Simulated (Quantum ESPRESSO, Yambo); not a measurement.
# Excitons of BeTe (F-43m) on ever denser meshes, part 3 of 4

Wanted: excitons and ε₂ of BeTe (F-43m), with cost.

Quantum ESPRESSO 7.5 and Yambo 5.3.0; PBE and many-body steps on it, plane waves. Known limits of the many-body steps: not at the basis limit; no spin-orbit coupling; coarse k mesh; bindings not settled in the k mesh.

So far. Step 8 (Triplet (no exchange term)): The lowest triplet lies at 4.242 eV; without spin-orbit coupling triplets are dark, so no spectrum is read. Step 9 (Empty states on the mesh, 6×6×6 mesh, 24 bands): On this mesh the gap is 2.027 eV.

## Step 11: k mesh (6×6×6)

This step: Bethe-Salpeter equation on PBE with a scissors shift, plane waves, norm-conserving pseudopotentials.

Input file bse6.in:

```
optics
bss
bse
em1s
dipoles
rim_cut
RandQpts= 1000000
RandGvec= 1 RL
Chimod= "HARTREE"
BSKmod= "SEX"
BSEmod= "resonant"
BSSmod= "d"
BSENGexx= 20 Ry
BSENGBlk= 4 Ry
% BSEQptR
 1 | 1 |
%
% BSEBands
 12 | 18 |
%
% BEnRange
 0 | 7 | eV
%
% BDmRange
 0.1 | 0.1 | eV
%
BEnSteps= 141
% BLongDir
 1 | 0 | 0 |
%
% BndsRnXs
 11 | 24 |
%
NGsBlkXs= 4 Ry
% LongDrXs
 1 | 1 | 1 |
%
% KfnQP_E
 1.038 | 1.0 | 1.0 |
%
WRbsWF
FFTGvecs= 40 Ry
```

On the command line:

```
> OMP_NUM_THREADS=1 mpirun -n 4 yambo -F bse6.in -J bse6 -C bse6 > bse6.log
```

The program printed:

```text
 Yambo, version 5.3.0

 [02] CORE Variables Setup
 =========================

  [... cell, symmetries and grids as in the set-up ...]

  [02.05] Energies & Occupations
  ==============================

  [X] === General ===
  [X] Electronic Temperature                        :  0.000000  0.000000 [eV K]
  [X] Bosonic    Temperature                        :  0.000000  0.000000 [eV K]
  [X] Finite Temperature mode                       : no
  [X] El. density                                   :  0.61673E+24 [cm-3]
  [X] Fermi Level                                   :  8.438418 [eV]

  [X] === Gaps and Widths ===
  [X] Conduction Band Min                           :  2.026902 [eV]
  [X] Valence Band Max                              :  0.000000 [eV]
  [X] Filled Bands                                  :  14
  [X] Empty Bands                                   :  15  24
  [X] Direct Gap                                    :  3.644780 [eV]
  [X] Direct Gap localized at k                     :  1
  [X] Indirect Gap                                  :  2.026902 [eV]
  [X] Indirect Gap between kpts                     :   1  13
  [X] Last valence band width                       :  3.002129 [eV]
  [X] 1st conduction band width                     :  2.492321 [eV]

 [03] Transferred momenta grid and indexing
 ==========================================

 [BZ sampling] Q-grid is User defined and/or read from the database

 IBZ Q-points                                      :  16
 BZ  Q-points                                      :  216

 K/Q-points units:
 rlu = crystal or reduced units; cc = cartesian coordinates; iku = interal k-units

 Q [ 1]         [rlu]:  0.000000  0.000000  0.000000
 Q [ 2]         [rlu]: -0.51995E-17 -0.51995E-17  0.16667
[...]
Global Gauge                                     : length
  X matrix size                                    :   59
  X band range                                     :  11  24
  X e/h energy range                               : -1.000000 -1.000000 [eV]
  X Time ordering                                  : T
  X Hxc Kernel                                     : HARTREE
  X Drude frequency                                :  0.000000  0.000000
  X poles                                          :  100.0000 [o/o]
  RL vectors in the sum                            :  1411
  [r,Vnl] included                                 : yes
  Field direction                                  :  0.577350E-5  0.577350E-5  0.577350E-5
  BZ energy Double Grid                            : no
  BZ energy DbGd points                            : 0
  BZ Q point size factor                           : -1.000000
  X Optical Averaged directions                    : none

 [08] Bethe Salpeter Equation driver
 ===================================

  [08.01] Bethe Salpeter Equation @q1
  ===================================

   [08.01.01] Transition pre-analysis @q1
   ======================================

   [08.01.02] Transition Groups build-up @q1
   =========================================

   [BSK] Transition groups (total):   32
   [BSK] Size (resonant):  2592
   [BSK]         (total):  2592
   [BSK] N. of matrices :  1

   [08.01.03] Loading Dipoles @q1
   ==============================

   [08.01.04] Independent Particles properties @q1
   ===============================================

   ==========================================================

   [BSE] Exchange components :   531
   [BSE] Correlation components :   59  259

    [08.01.05.01] Screened interaction header I/O
    =============================================

    [08.01.05.02] Main kernel loop
    ==============================

    [08.01.05.03] Wave-Function Phases
    ==================================

    [BSE] WF phases found       :  63.35565 [o/o]

   [08.01.06] BSE solver(s) @q1
   ============================

   [08.01.07] Diago Solver @q1
   ===========================

 [11] Game Over & Game summary
```

Wall time 68 s (4 MPI ranks of Arm Neoverse V1, shared host); peak memory 1.6 GiB.

This step gave:

```yaml
transitions_in_the_window: 2592
direct_gap_of_the_transition_levels: 4.683 eV
lowest_state: 4.425 eV
first_strong_exciton_over_a_fiftieth_of_the_strongest_listed: 4.432 eV
binding_of_the_lowest_state_below_the_direct_gap: 0.2581 eV
coulomb_term_of_one_mesh_cell: 0.2619 eV
```

The binding is 0.99 times the screened Coulomb term of one mesh cell (0.26 eV), so it is not shown settled.

The lowest state lies at 4.425 eV, 0.258 eV under the direct gap.

The ε₂ has structure finer than the step of the table below, so its rows give means over 0.25 eV, whole bins alone (the curve runs from 0 to 7 eV). Peaks (eV: height): BSE 4.450: 36.9, 4.800: 29.7, 5.250: 38.3, 5.550: 31.4; no electron-hole interaction 5.100: 18.9, 5.950: 47.6.

Field along x; broadening 0.1 eV; transition window only. Limits: finite bands, cutoff and mesh; no spin-orbit coupling; exciton not shown settled in the k mesh. Table of ε₂ by photon energy; means over each step:

| photon energy (eV) | BSE | no electron-hole interaction |
| --- | --- | --- |
| 0.25 | 0.0717 | 0.0531 |
| 0.50 | 0.0797 | 0.0582 |
| 0.75 | 0.0892 | 0.0640 |
| 1.00 | 0.101 | 0.0708 |
| 1.25 | 0.114 | 0.0788 |
| 1.50 | 0.131 | 0.0883 |
| 1.75 | 0.152 | 0.0997 |
| 2.00 | 0.179 | 0.114 |
| 2.25 | 0.214 | 0.131 |
| 2.50 | 0.261 | 0.152 |
| 2.75 | 0.327 | 0.180 |
| 3.00 | 0.423 | 0.217 |
| 3.25 | 0.575 | 0.269 |
| 3.50 | 0.836 | 0.343 |
| 3.75 | 1.37 | 0.460 |
| 4.00 | 2.84 | 0.667 |
| 4.25 | 11.5 | 1.13 |
| 4.50 | 31.1 | 2.99 |
| 4.75 | 25.9 | 10.2 |
| 5.00 | 17.2 | 14.7 |
| 5.25 | 31.1 | 12.1 |
| 5.50 | 27.2 | 18.0 |
| 5.75 | 11.9 | 26.5 |
| 6.00 | 4.45 | 38.4 |
| 6.25 | 5.61 | 11.5 |
| 6.50 | 6.39 | 8.56 |
| 6.75 | 3.99 | 9.10 |

## Step 12: Triplet (no exchange term)

bse7.in, as its differences from bse6.in of step 11:

```diff
@@ -12,3 +12,3 @@
 BSSmod= "d"
-BSENGexx= 20 Ry
+BSENGexx= 1 RL
 BSENGBlk= 4 Ry
```

On the command line:

```
> OMP_NUM_THREADS=1 mpirun -n 4 yambo -F bse7.in -J bse7,bse6_W -C bse7 > bse7.log
```

The program printed:

```text
 Yambo, version 5.3.0

 [02] CORE Variables Setup
 =========================

  [... cell, symmetries and grids as in the set-up ...]

  [02.05] Energies & Occupations
  ==============================

  [X] === General ===
  [X] Electronic Temperature                        :  0.000000  0.000000 [eV K]
  [X] Bosonic    Temperature                        :  0.000000  0.000000 [eV K]
  [X] Finite Temperature mode                       : no
  [X] El. density                                   :  0.61673E+24 [cm-3]
[...]
[06] Dipoles
 ============

  [06.01] Setup: observables and procedures
  =========================================

  [WARNING] [r,Vnl^pseudo] included in position and velocity dipoles.

  [WARNING] In case H contains other non local terms, these are neglected

 [07] Static Dielectric Matrix
 =============================

    [08.01.05.02] Main kernel loop
    ==============================

    [08.01.05.03] Wave-Function Phases
    ==================================

    [BSE] WF phases found       :  63.35565 [o/o]

   [08.01.06] BSE solver(s) @q1
   ============================

   [08.01.07] Diago Solver @q1
   ===========================

 [11] Game Over & Game summary
```

Run time: 63 s. Hardware: 4 MPI ranks; peak memory 1.5 GiB.

The lowest triplet lies at 4.372 eV; without spin-orbit coupling triplets are dark, so no spectrum is read.

## Step 13: Empty states on the mesh, 8×8×8 mesh, 24 bands

This step: Quantum ESPRESSO 7.5; DFT, PBE, plane waves, norm-conserving pseudopotentials.

Input file pw.in:

```
&control
  calculation = 'nscf'
  prefix = 'x'
  outdir = 'o'
  pseudo_dir = 'pseudo'
/
&system
  ibrav = 0
  nat = 2
  ntyp = 2
  ecutwfc = 88.0
  nbnd = 24
  force_symmorphic = .true.
/
&electrons
  conv_thr = 1e-9
  electron_maxstep = 80
  diago_full_acc = .true.
  diago_thr_init = 5e-6
/
ATOMIC_SPECIES
  Be 9.012 Be.upf
  Te 127.6 Te.upf
CELL_PARAMETERS angstrom
  -0.0000000000 2.8314587876 2.8314587876
  2.8314587876 0.0000000000 2.8314587876
  2.8314587876 2.8314587876 0.0000000000
ATOMIC_POSITIONS crystal
  Be 0.0000000000 0.0000000000 0.0000000000
  Te 0.7500000000 0.7500000000 0.7500000000
K_POINTS automatic
  8 8 8 0 0 0
```

On the command line:

```
> OMP_NUM_THREADS=1 mpirun -n 4 pw.x -nk 4 -in pw.in > pw.out
```

The program printed:

```text
[banner, memory and clock lines left out]
Program PWSCF v.7.5 starts

     Atomic positions and unit cell read from directory:
     o/x.save/

     Message from routine setup:
     using ibrav=0 with symmetry is DISCOURAGED, use correct ibrav instead

     G-vector sticks info

     bravais-lattice index     =            0
     lattice parameter (alat)  =       7.5670  a.u.
     unit-cell volume          =     306.3778 (a.u.)^3
     number of atoms/cell      =            2
     number of atomic types    =            2
     number of electrons       =        28.00
[...]
-27.7508 -27.7508  -3.6076   7.1483   8.2112   8.2112  11.9645  12.4190
    12.4190  13.4657  17.1606  17.8591  17.8591  19.3830  21.3598  21.3598

          k = 0.1768 0.1768-0.1768 (  4272 PWs)   bands (ev):

  -150.4588-100.4840-100.4840-100.4840 -91.9314 -27.7615 -27.7611 -27.7611
   -27.7508 -27.7508  -3.2120   5.1820   7.7846   7.7846  11.7329  12.9445
    12.9445  15.4008  17.4771  17.5676  17.5676  20.0171  23.7801  23.7801

          k = 0.2652 0.2652-0.2652 (  4278 PWs)   bands (ev):

     [... further k-points ...]

     highest occupied, lowest unoccupied level (ev):     8.4384   10.4653

     XML data file, pseudopotentials, collected wavefunctions
```

The job ended after 5 s (4 MPI ranks; peak memory 0.24 GiB; 20 s of CPU time).

Numbers from this step:

```
gap                                                           : 2.027 eV
k of the valence top                                          : 0, 0, 0
k of the conduction bottom                                    : 0, -0.5, -0.5
least direct gap                                              : 3.645 eV
k points computed                                             : 29
lowest point of the top converged band, above the valence top : 11.28 eV
```

On this mesh the gap is 2.027 eV.

## Step 14: Conversion and set-up

This step: Yambo 5.3.0; conversion and set-up on PBE, plane waves, norm-conserving pseudopotentials.

On the command line:

```
> (cd o/x.save; p2y > p2y.log; mv SAVE ../..); yambo > setup.log
```

The program printed:

```text
 Yambo, version 5.3.0

 [02] CORE Variables Setup
 =========================

  [02.01] Unit cells
  ==================

  Cell kind             :  FCC
  Atoms in the cell     :  Be  Te
  number of Be atoms    :  1
  number of Te atoms    :  1

  List of atomic masses
  Mass of Be    :  9.012000
  Mass of Te    :  127.6000

  List of atomic coordinates    : [cc]
  Be1       :  0.000000  0.000000  0.000000  order 1
  Te1       :  8.026022  8.026022  8.026022  order 2

  Alat factors          :  5.350682  5.350682  5.350682 [a.u.]
  Direct lattice volume :  306.3778 [a.u.]
[...]
Q [ 1]         [rlu]:  0.000000  0.000000  0.000000
 Q [ 2]         [rlu]:  0.27325E-16  0.13448E-16  0.12500
 Q [ 3]         [rlu]:  0.54651E-16  0.26895E-16  0.25000
[...]
Q [ 8]         [rlu]:  0.31014E-16  0.12500      0.37500
 Q [ 9]         [rlu]:  0.14647E-16  0.12500      0.50000
 Q [10]         [rlu]: -0.14756E-16  0.12500     -0.37500
     [... 17 further rows ...]
 Q [28]         [rlu]:  0.125000 -0.500000 -0.375000
 Q [29]         [rlu]:  0.250000 -0.500000 -0.250000

  [03.01] X indexes
  =================

   [03.01.01] Sigma indexes
   ========================

 [06] Game Over & Game summary
```

It took 3.4 s on 1 MPI rank; peak memory 0.26 GiB.

## Step 15: k mesh (8×8×8)

This step: Bethe-Salpeter equation on PBE with a scissors shift, plane waves, norm-conserving pseudopotentials.

bse9.in, as its differences from bse7.in of step 12:

```diff
@@ -12,3 +12,3 @@
 BSSmod= "d"
-BSENGexx= 1 RL
+BSENGexx= 20 Ry
 BSENGBlk= 4 Ry
@@ -18,3 +18,3 @@
 % BSEBands
- 12 | 18 |
+ 12 | 16 |
 %
```

On the command line:

```
> OMP_NUM_THREADS=1 mpirun -n 4 yambo -F bse9.in -J bse9 -C bse9 > bse9.log
```

The program printed:

```text
 Yambo, version 5.3.0

 [02] CORE Variables Setup
 =========================

  [... cell, symmetries and grids as in the set-up ...]

  [02.05] Energies & Occupations
  ==============================

  [X] === General ===
  [X] Electronic Temperature                        :  0.000000  0.000000 [eV K]
  [X] Bosonic    Temperature                        :  0.000000  0.000000 [eV K]
  [X] Finite Temperature mode                       : no
  [X] El. density                                   :  0.61673E+24 [cm-3]
[...]
[08.01.04] Independent Particles properties @q1
   ===============================================

   ==========================================================

   [BSE] Exchange components :   531
   [BSE] Correlation components :    59   331

    [08.01.05.01] Screened interaction header I/O
    =============================================

    [08.01.05.02] Main kernel loop
    ==============================

    [08.01.05.03] Wave-Function Phases
    ==================================

    [BSE] WF phases found       :  73.73563 [o/o]

   [08.01.06] BSE solver(s) @q1
   ============================

   [08.01.07] Diago Solver @q1
   ===========================

 [11] Game Over & Game summary
```

Wall time 1.9 min (4 MPI ranks); peak memory 1.8 GiB.

Numbers from this step:

```yaml
transitions_in_the_window: 3072
direct_gap_of_the_transition_levels: 4.683 eV
lowest_state: 4.483 eV
first_strong_exciton_over_a_fiftieth_of_the_strongest_listed: 4.487 eV
binding_of_the_lowest_state_below_the_direct_gap: 0.1998 eV
coulomb_term_of_one_mesh_cell: 0.2073 eV
```

The binding is 0.96 times the screened Coulomb term of one mesh cell (0.21 eV), so it is not shown settled.

The lowest state lies at 4.483 eV, 0.200 eV under the direct gap.

Field along x; broadening 0.1 eV; transition window only. Limits: finite bands, cutoff and mesh; no spin-orbit coupling; exciton not shown settled in the k mesh. The ε₂ by photon energy; read off at these points:

| photon energy (eV) | BSE | no electron-hole interaction |
| --- | --- | --- |
| 0.00 | 0.0505 | 0.0392 |
| 0.20 | 0.0546 | 0.0420 |
| 0.40 | 0.0592 | 0.0451 |
| 0.60 | 0.0645 | 0.0485 |
| 0.80 | 0.0705 | 0.0524 |
| 1.00 | 0.0774 | 0.0568 |
| 1.20 | 0.0854 | 0.0618 |
| 1.40 | 0.0947 | 0.0675 |
| 1.60 | 0.106 | 0.0740 |
| 1.80 | 0.119 | 0.0815 |
| 2.00 | 0.135 | 0.0904 |
| 2.20 | 0.154 | 0.101 |
| 2.40 | 0.178 | 0.113 |
| 2.60 | 0.208 | 0.128 |
| 2.80 | 0.247 | 0.147 |
| 3.00 | 0.299 | 0.169 |
| 3.20 | 0.370 | 0.199 |
| 3.40 | 0.473 | 0.237 |
| 3.60 | 0.630 | 0.289 |
| 3.80 | 0.894 | 0.364 |
| 4.00 | 1.40 | 0.477 |
| 4.20 | 2.68 | 0.672 |
| 4.40 | 8.27 | 1.08 |
| 4.60 | 22.9 | 2.50 |
| 4.75 | 24.9 | 6.09 |
| 4.80 | 24.4 | 7.20 |
| 5.00 | 21.8 | 9.95 |
| 5.20 | 20.8 | 13.6 |
| 5.30 | 30.7 | 12.3 |
| 5.40 | 24.6 | 11.9 |
| 5.55 | 26.1 | 17.8 |
| 5.60 | 22.0 | 17.2 |
| 5.80 | 9.17 | 25.1 |
| 5.95 | 5.21 | 34.8 |
| 6.00 | 5.15 | 33.4 |
| 6.20 | 6.02 | 10.6 |
| 6.40 | 6.66 | 9.05 |
| 6.60 | 6.01 | 9.72 |
| 6.80 | 9.04 | 8.96 |
| 6.85 | 9.57 | 8.28 |
| 7.00 | 7.23 | 10.7 |

The window of bands is narrower than in the first exciton run, so this row is not like for like with it.

The program warns that the window of bands cuts a degenerate level, which breaks the symmetry of states and spectrum.

## Step 16: Triplet (no exchange term)

bse10.in, as its differences from bse9.in of step 15:

```diff
@@ -12,3 +12,3 @@
 BSSmod= "d"
-BSENGexx= 20 Ry
+BSENGexx= 1 RL
 BSENGBlk= 4 Ry
```

On the command line:

```
> OMP_NUM_THREADS=1 mpirun -n 4 yambo -F bse10.in -J bse10,bse9_W -C bse10 > bse10.log
```

The program printed:

```text
 Yambo, version 5.3.0

 [02] CORE Variables Setup
 =========================

  [... cell, symmetries and grids as in the set-up ...]

  [02.05] Energies & Occupations
  ==============================

  [X] === General ===
  [X] Electronic Temperature                        :  0.000000  0.000000 [eV K]
  [X] Bosonic    Temperature                        :  0.000000  0.000000 [eV K]
  [X] Finite Temperature mode                       : no
  [X] El. density                                   :  0.61673E+24 [cm-3]
[...]
[06] Dipoles
 ============

  [06.01] Setup: observables and procedures
  =========================================

  [WARNING] [r,Vnl^pseudo] included in position and velocity dipoles.

  [WARNING] In case H contains other non local terms, these are neglected

 [07] Static Dielectric Matrix
 =============================

    [08.01.05.02] Main kernel loop
    ==============================

    [08.01.05.03] Wave-Function Phases
    ==================================

    [BSE] WF phases found       :  73.73563 [o/o]

   [08.01.06] BSE solver(s) @q1
   ============================

   [08.01.07] Diago Solver @q1
   ===========================

 [11] Game Over & Game summary
```

The job ended after 1.7 min (4 MPI ranks; peak memory 1.8 GiB).

The lowest triplet lies at 4.471 eV; without spin-orbit coupling triplets are dark, so no spectrum is read.

The program warns that the window of bands cuts a degenerate level, which breaks the symmetry of states and spectrum.

## Step 17: Empty states on the mesh, 10×10×10 mesh, 24 bands

This step: Quantum ESPRESSO 7.5; DFT, PBE, plane waves, norm-conserving pseudopotentials.

pw.in, as its differences from that of step 13:

```diff
@@ -31,2 +31,2 @@
 K_POINTS automatic
-  8 8 8 0 0 0
+  10 10 10 0 0 0
```

On the command line:

```
> OMP_NUM_THREADS=1 mpirun -n 4 pw.x -nk 4 -in pw.in > pw.out
```

The program printed:

```text
[banner, memory and clock lines left out]
Program PWSCF v.7.5 starts

     Atomic positions and unit cell read from directory:
     o/x.save/

     Message from routine setup:
     using ibrav=0 with symmetry is DISCOURAGED, use correct ibrav instead

     G-vector sticks info

     bravais-lattice index     =            0
     lattice parameter (alat)  =       7.5670  a.u.
     unit-cell volume          =     306.3778 (a.u.)^3
     number of atoms/cell      =            2
     number of atomic types    =            2
     number of electrons       =        28.00
[...]
-27.7509 -27.7509  -3.6588   7.5296   8.2856   8.2856  12.0040  12.3102
    12.3102  13.0771  17.0283  18.0521  18.0521  19.4543  20.9264  20.9264

          k = 0.1414 0.1414-0.1414 (  4285 PWs)   bands (ev):

  -150.4588-100.4840-100.4840-100.4840 -91.9314 -27.7620 -27.7617 -27.7617
   -27.7509 -27.7509  -3.3947   5.9496   7.9551   7.9551  11.8262  12.7644
    12.7644  14.6680  17.4493  17.5293  17.5293  19.5310  22.7761  22.7761

          k = 0.2121 0.2121-0.2121 (  4269 PWs)   bands (ev):

     [... further k-points ...]

     highest occupied, lowest unoccupied level (ev):     8.4384   10.4653

     XML data file, pseudopotentials, collected wavefunctions
```

Run time: 7.1 s. Hardware: 4 MPI ranks; peak memory 0.24 GiB; 28 s of CPU time.

Numbers from this step:

* gap: 2.027 eV
* k of the valence top: 0, 0, 0
* k of the conduction bottom: 0, -0.5, -0.5
* least direct gap: 3.645 eV
* k points computed: 47
* lowest point of the top converged band, above the valence top: 11.28 eV

On this mesh the gap is 2.027 eV.

## Step 18: Conversion and set-up

This step: Yambo 5.3.0; conversion and set-up on PBE, plane waves, norm-conserving pseudopotentials.

On the command line:

```
> (cd o/x.save; p2y > p2y.log; mv SAVE ../..); yambo > setup.log
```

The program printed:

```text
 Yambo, version 5.3.0

 [02] CORE Variables Setup
 =========================

  [02.01] Unit cells
  ==================

  Cell kind             :  FCC
  Atoms in the cell     :  Be  Te
  number of Be atoms    :  1
  number of Te atoms    :  1

  List of atomic masses
  Mass of Be    :  9.012000
  Mass of Te    :  127.6000

  List of atomic coordinates    : [cc]
  Be1       :  0.000000  0.000000  0.000000  order 1
  Te1       :  8.026022  8.026022  8.026022  order 2

  Alat factors          :  5.350682  5.350682  5.350682 [a.u.]
  Direct lattice volume :  306.3778 [a.u.]
[...]
Q [ 1]         [rlu]:  0.000000  0.000000  0.000000
 Q [ 2]         [rlu]: -0.12661E-17 -0.12661E-17  0.10000
 Q [ 3]         [rlu]: -0.45917E-17 -0.45917E-17  0.20000
[...]
Q [ 8]         [rlu]:  0.11582E-16  0.10000      0.20000
 Q [ 9]         [rlu]: -0.25321E-17  0.10000      0.30000
 Q [10]         [rlu]:  0.15229E-16  0.10000      0.40000
     [... 35 further rows ...]
 Q [46]         [rlu]:  0.200000  0.400000 -0.300000
 Q [47]         [rlu]:  0.200000 -0.500000 -0.300000

  [03.01] X indexes
  =================

   [03.01.01] Sigma indexes
   ========================

 [06] Game Over & Game summary
```

It took 4.1 s on 1 MPI rank; peak memory 0.27 GiB.

(Part 3 of 4 ends here.)

[Paths, hosts, dates, memory and timing lines, banners, echoed tables and standing remarks are left out of the program output.]

[Logs are printed without paths, hosts, clocks, repeated set-up lines and the standing remarks that a program may print on its own settings, such as how far it seeks lower states.]

[Runs of the session that timed out or met a known fault of the program may be left out.]

[Hosts, paths, dates, database ids (printed as entryN), source tags and the programs' standing remarks are cut or masked in the printed files.]
